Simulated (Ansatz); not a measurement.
PbI2, space group P-3m1, a frozen displacement of one atom

Program: Ansatz 0.2.0 through its Python package.

`pbi2.py`:
```python
"""Energy and force of PbI2 as one atom is pushed off its site."""

from dataclasses import dataclass

import ansatz as az
import numpy as np


@dataclass(frozen=True)
class Settings:
    xc: str = "pbe"
    kmesh: tuple[int, ...] = (4, 4, 3)
    filling: str = "Fixed"


cfg = Settings()


def main() -> None:
    vectors = np.array([
        [4.555, 0.0, 0.0],
        [-2.2775, 3.944746, 0.0],
        [0.0, 0.0, 6.977],
    ])
    cell = (
        az.Lattice.of(vectors)
        .atom("Pb", [0.0, 0.0, 0.0])
        .atom("I", [1 / 3, 2 / 3, 0.265])
        .atom("I", [2 / 3, 1 / 3, 0.735])
    )

    inverse = np.linalg.inv(np.array(cell.lattice.vectors))
    home = np.array(cell.sites[1].position)
    values = np.linspace(-0.05, 0.05, 5)
    energies, pulls = [], []
    for shift in values:
        moved = cell.move(1, to=home + shift * inverse[1])
        setup = (
            moved.calculation()
            .functional(cfg.xc)
            .basis(34 * az.Ry)
            .kpoints(*cfg.kmesh)
            .occupations(cfg.filling)
            .forces()
        )
        summary = setup.run(threads=1).report
        energies.append(summary["free_energy_ev"])
        pulls.append(summary["forces_ev_ang"][1][1])

    # the force is minus the slope of the free energy
    print("shift (A)   dE (eV)   force along y (eV/A)")
    for shift, e, f in zip(values, energies, pulls):
        print(f"{shift:8.3f} {e - energies[2]:10.5f} {f:12.4f}")
    print(f"stiffness from energies {2 * np.polyfit(values, energies, 2)[0]:.3f}, from forces {-np.polyfit(values, pulls, 1)[0]:.3f} eV/A^2")


if __name__ == "__main__":
    main()
```

```console
$ python pbi2.py
shift (A)   dE (eV)   force along y (eV/A)
  -0.050    0.00247       0.1002
  -0.025    0.00061       0.0491
   0.000    0.00000      -0.0000
   0.025    0.00059      -0.0472
   0.050    0.00235      -0.0926
stiffness from energies 1.927, from forces 1.927 eV/A^2
```

The curvature of the energy gives 1.927 eV/Å² and the slope of the force 1.927 eV/Å², a positive curvature.

Caveats:
- Spin-orbit coupling, which matters for elements this heavy, is left out.
- The structure is a deposited one; some such entries were measured under pressure or heat, so a shift against it needn't be the functional's error alone.
- All periodic images of the atom move with it, so the curvature is one diagonal element of the zone-centre force constants and no normal mode; a positive value doesn't exclude soft modes in which several atoms move.
- The whole script took 19 s on 1 thread of Arm Neoverse V2 (shared host), peak memory 0.44 GiB.

(Lines on the test bed's own set-up are left out of the output.)
